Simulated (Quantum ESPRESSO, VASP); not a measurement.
This is a calculation of Lu for VASP 6.6.1. Atoms were shifted at random by some hundredths of an Å from the given cell, which wasn't relaxed again for these runs. 

The input INCAR:

```
SYSTEM = Lu
PREC = Accurate ; ENCUT = 520
EDIFF = 1E-7 ; ISMEAR = -1
SIGMA = 0.05 ; LREAL = .FALSE.
LASPH = .TRUE. ; NELM = 80
ALGO = Normal ; ISIF = 2
LWAVE = .FALSE. ; LCHARG = .FALSE.
GGA = PE ; NBANDS = 32
```

KPOINTS

```
Automatic mesh
0
G
  9 9 5
  0 0 0
```

POSCAR

```
Lu
1.0
    3.5031000000      0.0000000000      0.0000000000
   -1.7515500000      3.0337735920      0.0000000000
    0.0000000000      0.0000000000      5.5509000000
Lu
2
Direct
    0.6687240000      0.3340780000      0.7522110000
    0.3321500000      0.6592670000      0.2488660000
```

Potentials or basis: VASP PAW PBE potentials, release 64 (Lu).

The run is started by

```sh
$ cat potpaw_PBE.64/Lu/POTCAR > POTCAR
$ mpirun -np 1 vasp_std > vasp.out
```

Task: Translate it to Quantum ESPRESSO 7.5. Potentials or basis there: SSSP 1.3 efficiency PBE, cutoff 748 eV.

Result: As run (cutoffs and basis follow the program's own potentials, and thresholds, step limits or extra output files can differ):

Contents of pw.in:

```
&CONTROL
  calculation = 'scf'
  prefix = 'pwscf'
  outdir = './tmp'
  pseudo_dir = './pseudo'
  tprnfor = .true.
  tstress = .true.
  disk_io = 'nowf'
/
&SYSTEM
  ibrav = 0
  nat = 2
  ntyp = 1
  ecutwfc = 55
  ecutrho = 440
  nbnd = 34
  occupations = 'smearing'
  smearing = 'fd'
  degauss = 0.00367493
/
&ELECTRONS
  conv_thr = 4d-10
  electron_maxstep = 120
  mixing_beta = 0.5
/
ATOMIC_SPECIES
Lu   174.9668 Lu.paw.z_25.atompaw.wentzcovitch.v1.2.upf
CELL_PARAMETERS angstrom
   3.5031000000    0.0000000000    0.0000000000
  -1.7515500000    3.0337735920    0.0000000000
   0.0000000000    0.0000000000    5.5509000000
ATOMIC_POSITIONS crystal
Lu     0.6687240000    0.3340780000    0.7522110000
Lu     0.3321500000    0.6592670000    0.2488660000
K_POINTS automatic
9 9 5 0 0 0
```

Potentials or basis: SSSP 1.3 efficiency PBE.

Run with:

```bash
$ OMP_NUM_THREADS=1 pw.x -in pw.in > pw.out
```

Both were run:

|  | VASP | Quantum ESPRESSO |
| --- | --- | --- |
| Pressure | -0.4 GPa | -0.6 GPa |
| Largest force | 0.084 eV/Å | 0.082 eV/Å |

Pressure is positive in compression.
